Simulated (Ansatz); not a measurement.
input.yaml

```yaml
crystal:
  lattice:
    - [0.0, 3.3548131239, 3.3548131239]
    - [3.3548131239, 0.0, 3.3548131239]
    - [3.3548131239, 3.3548131239, 0.0]
  atoms:
    - { symbol: Se, position: [0.25, 0.25, 0.25] }
    - { symbol: Se, position: [0.0, 0.0, 0.0] }
basis:
  ecutwfc: 420
kpoints:
  mp_grid: { grid: [12, 12, 12] }
hamiltonian:
  xc: pbe
scf:
  occupations: { method: gaussian, width: 0.1 }
output:
  forces: true
  stress: true
  eigenvalues: true
```

It can be run as
```bash
ansatz run input.yaml --threads 1 --pin off --backend cpu --events-out ev --progress --plain --runs-dir out  # memory cap (--max-ram) not shown
```

Computed with Ansatz 0.2.0, DFT PBE, scalar-relativistic, plane waves, PAW.

From the run's log, abridged (iterations and final results):

```
SCF iter   1: F=—  HF=-10936.941047 eV  |F-HF|=—  |Δ(HF+E_count)|=         —  Δρ=8.57e-4  dr2=3.72e-4  ethr=1.77e-3  ⟨swp⟩=5.3  Hψ=6366  notcnv=0
SCF iter   2: F=—  HF=-10936.942017 eV  |F-HF|=—  |Δ(HF+E_count)|=   9.70e-4  Δρ=2.24e-4  dr2=2.82e-5  ethr=1.16e-6  ⟨swp⟩=2.4  Hψ=3480  notcnv=0
SCF iter   3: F=—  HF=-10936.942004 eV  |F-HF|=—  |Δ(HF+E_count)|=   1.34e-5  Δρ=6.29e-5  dr2=1.55e-6  ethr=8.81e-8  ⟨swp⟩=2.0  Hψ=2607  notcnv=0
SCF iter   4: F=—  HF=-10936.942002 eV  |F-HF|=—  |Δ(HF+E_count)|=   1.64e-6  Δρ=1.82e-5  dr2=1.54e-7  ethr=4.85e-9  ⟨swp⟩=2.0  Hψ=2607  notcnv=0
SCF iter   5: F=-10936.942003 eV  HF=-10936.942003 eV  |F-HF|=1.56e-8  |Δ(HF+E_count)|=   7.83e-7  Δρ=3.37e-6  dr2=9.91e-9  ethr=4.82e-10  ⟨swp⟩=3.0  Hψ=2683  notcnv=0
SCF iter   6: F=-10936.942003 eV  HF=-10936.942003 eV  |F-HF|=8.00e-11  |Δ(HF+E_count)|=   1.90e-8  Δρ=4.18e-7  dr2=1.43e-10  ethr=3.10e-11  ⟨swp⟩=1.9  Hψ=4556  notcnv=0
SCF 1 converged in 6 iterations: F = -10936.942003 eV  dr2 = 1.43e-10
SCF converged after 6 iterations
Free energy (F): -10936.942003 eV
Harris-Foulkes:  -10936.942003 eV  (|F-HF|=8.00e-11)
Internal energy: -10936.933269 eV  (E = F + TS)
E sigma→0 (E₀):  -10936.937636 eV
Entropy (-TS):   -0.008734 eV (-4.367 meV/atom)
Fermi energy:    3.626462 eV
--- Per-component energies (eV) ---
  E_band       = -919.770494
  E_kinetic    = 228.360843
  E_local      = -5774.593825  (includes V_loc(G=0)·N_el)
  E_nonlocal   = -1188.492871
  E_hartree    = 2785.523279
  E_xc         = -203.826937
  E_vxc        = -190.041411  (∫ρ·V_xc dr)
  E_paw        = -3824.363137  (= ΣΔE_a)
  E_vpaw       = 433.951097  (= ΣTr[D̂ρ^β])
  E_aug_tail   = -0.001194  (compensation charges beyond the density's cutoff)
  E_ewald      = -2959.539427
  E_smearing   = -0.008734  (= −TS)
--- Forces (eV/Å), atoms counted from 1 ---
  atom   1  Se     0.00000000     0.00000000     0.00000000
  atom   2  Se     0.00000000     0.00000000     0.00000000
--- Stress (GPa, compression-positive) ---
       -4.664401       0.000000       0.000000
        0.000000      -4.664401       0.000000
        0.000000       0.000000      -4.664401
  P = ⅓ Tr σ = -4.6644 GPa (-46.644 kbar)
--- Band table (eV; the first three rows and the last of 72) ---
  k-point 0: bands = ["-44.6281", "-44.6281", "-44.6281", "-44.6262", "-44.6262", "-44.6205", "-44.6205", "-44.6181", "-44.6181", "-44.6181", "-10.5481", "-6.9969", "0.8500", "0.8500", "0.8500", "3.1221", "3.1221", "3.1221", "8.1393", "11.5421"]
  k-point 1: bands = ["-44.6282", "-44.6282", "-44.6281", "-44.6261", "-44.6261", "-44.6206", "-44.6206", "-44.6182", "-44.6180", "-44.6180", "-10.5136", "-7.0641", "0.8001", "0.8001", "0.8139", "3.1787", "3.1945", "3.1945", "8.3278", "11.3622"]
  k-point 2: bands = ["-44.6284", "-44.6284", "-44.6279", "-44.6258", "-44.6258", "-44.6209", "-44.6209", "-44.6184", "-44.6179", "-44.6179", "-10.4131", "-7.2516", "0.6776", "0.6776", "0.7032", "3.3749", "3.3770", "3.3770", "8.8146", "11.1030"]
  k-point 71: bands = ["-44.6296", "-44.6296", "-44.6242", "-44.6242", "-44.6233", "-44.6233", "-44.6223", "-44.6223", "-44.6167", "-44.6167", "-9.0498", "-9.0498", "-0.4596", "-0.4596", "2.4968", "2.4968", "4.8757", "4.8757", "9.7290", "9.7290"]
```

Self-consistency was reached.

Spin polarisation was left out, and a magnetic state may lie lower.